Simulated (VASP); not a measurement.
A run of VASP 6.6.1:

INCAR

```
ALGO = Normal ; EDIFF = 1E-6
ENCUT = 520 ; ISIF = 2
ISMEAR = -1 ; LASPH = True
LCHARG = True ; LELF = True
LMIXTAU = True ; LREAL = False
LVHAR = True ; LWAVE = False
METAGGA = R2SCAN ; NELM = 100
PREC = Accurate ; SIGMA = 0.05
```

The input KPOINTS:

```
k-points
0
Gamma
  8 8 8
```

POSCAR

```
TiTe
1.0
    0.0000000000      3.0500668100      3.0500668100
    3.0500668100      0.0000000000      3.0500668100
    3.0500668100      3.0500668100      0.0000000000
Ti Te
1 1
Direct
    0.5000000000      0.5000000000      0.5000000000
    0.0000000000      0.0000000000      0.0000000000
```

Potentials or basis: VASP PAW PBE potentials, release 64 (Ti_sv, Te).

The run is started by

```console
$ cat potpaw_PBE.64/Ti_sv/POTCAR potpaw_PBE.64/Te/POTCAR > POTCAR
$ mpirun -np 1 vasp_std > vasp.out
```

Hardware: 1 thread of Intel(R) Xeon(R) Platinum 8259CL CPU @ 2.50GHz (Skylake/Cascade Lake) (shared host).

Task: How long does it take, and how much memory?

Result: Run time: 84 s on 1 thread of Intel(R) Xeon(R) Platinum 8259CL CPU @ 2.50GHz (Skylake/Cascade Lake) (shared host), peak memory 0.19 GiB. Counts: scf iterations 19, k points 29.
